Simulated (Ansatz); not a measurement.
# Hg: straining the crystal, equal strain of all cell vectors

One table from this session's results is given with a row withheld; the runs are named, their logs left out.

Computed with Ansatz 0.2.0 (DFT PBE, scalar-relativistic, plane waves, PAW, unless a step's input says otherwise).

2 further runs of the same task are left out: 2 set aside as unsound or not needed.

**The starting structure**

The structure is trigonal, space group R-3m (No. 166). The conventional cell has a = 4.088 Å, b = 4.088 Å, c = 6.029 Å, α = 90.00°, β = 90.00°, γ = 120.00°. Hg (site symmetry -3m) has 6 Hg at 3.10 Å as nearest neighbours.

Structure file:

```cif
data_structure
_symmetry_space_group_name_H-M 'R-3m:H'
_symmetry_Int_Tables_number 166
_cell_length_a 4.0876
_cell_length_b 4.0876
_cell_length_c 6.0288
_cell_angle_alpha 90.000
_cell_angle_beta 90.000
_cell_angle_gamma 120.000
_cell_volume 87.24
loop_
_atom_site_label
_atom_site_type_symbol
_atom_site_symmetry_multiplicity
_atom_site_Wyckoff_symbol
_atom_site_fract_x
_atom_site_fract_y
_atom_site_fract_z
_atom_site_occupancy
Hg1 Hg 3 b 0.33333 0.66667 0.16667 1
```

It goes back to an entry of the Materials Project, which need not be the stable form.

The unstrained cell was computed beforehand with the same settings: E(σ→0) = -27626.8857 eV for 2 atoms, gap none (metal).

The first run:

Contents of input.yaml:

```yaml
crystal:
  lattice:
    - [4.6156951994, 0.0, 0.0]
    - [0.0, 4.0452083887, 0.0]
    - [-0.5306287365, 0.0, 3.023061273]
  atoms:
    - { symbol: Hg, position: [0.5, 0.0, 0.5] }
    - { symbol: Hg, position: [0.0, 0.5, 0.5] }
basis:
  ecutwfc: 420
kpoints:
  mp_grid: { grid: [10, 10, 14] }
hamiltonian:
  xc: pbe
scf:
  occupations: { method: gaussian, width: 0.1 }
output:
  forces: true
  stress: true
  eigenvalues: true
```

Among the steps run: Strain -1.0 %; The cell strained by +1.0 %; At -2.0 %; The cell strained by +2.0 %; Strain -3.0 %; At +3.0 %.

One of the session's tables, all rows but one given; the rest of the session is left out.

Lengths are those of the vectors of the cell that was run; stresses in GPa:

```
strain (%)  ΔE (meV/atom)  a (Å)  b (Å)  c (Å)
      -3.0           17.4  4.522  3.963  3.007
      -2.0            8.0  4.569  4.004  3.038
      -1.0            2.3  4.616  4.045  3.069
      +0.0            0.0  4.662  4.086  3.100
      +1.0            0.5  4.709  4.127  3.131
      +2.0              ?      ?      ?      ?
      +3.0            6.3  4.802  4.209  3.193
```

Q: Estimate the row for strain (%) = +2.0 from the others.

Worked estimate for «ΔE (meV/atom)». A straight line through the neighbours (1.0, 0.5) and (3.0, 6.3) gives 0.5 + (6.3 − 0.5) × (2.0 − 1.0) / (3.0 − 1.0) = 3.4; a parabola fitted to 3 rows on both sides gives 2.6.

As computed: ΔE (meV/atom): 3.0; a (Å): 4.756; b (Å): 4.168; c (Å): 3.162. In «ΔE (meV/atom)» the line misses by +0.4 and the parabola by -0.4.

ΔE is over the unstrained cell. Stress in GPa, positive in compression, on the Cartesian axes of the input. 
